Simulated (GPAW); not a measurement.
Crystal: TiNi.

```
Ni Ti
1.0
     2.73580    0.00000    0.00000
     0.00000    2.73580    0.00000
     0.00000    0.00000    3.58141
Ni Ti
1 1
Direct
  0.00000 0.00000 0.00000
  0.50000 0.50000 0.50000
```

The cell comes from a database or a generator and needn't be the stable form of this composition.

Base run:

```yaml
Program: GPAW 26.7.0
Functional: PBEsol
Potentials_or_basis: PAW data sets generated in the run's folder for this functional
Cutoff: 600 eV
Basis: pw
k_mesh: 7 × 7 × 6
Occupations: fermi-dirac, width 0.05 eV
Spin: collinear spin, ferromagnetic start
Starting_moments: "[1.0, 1.0] μB"
Hubbard_terms: Ni d U = 6 eV
```

Its results: pressure 0.6 GPa; net moment 0.79 μB per cell; site moments Ni +0.84; Ti +0.05 μB.

Problem. The run is repeated on the same cell with these changes: hubbard terms from Ni d U = 6 eV to Ni d U = 8 eV. What comes out?

Solution. Pressure 6.2 GPa; net moment 0.65 μB per cell; site moments Ni +0.94; Ti -0.14 μB.

Caveats: the stock nickel data set gives pressures a few GPa off other programs; the U is typed as a test and isn't derived for this compound.
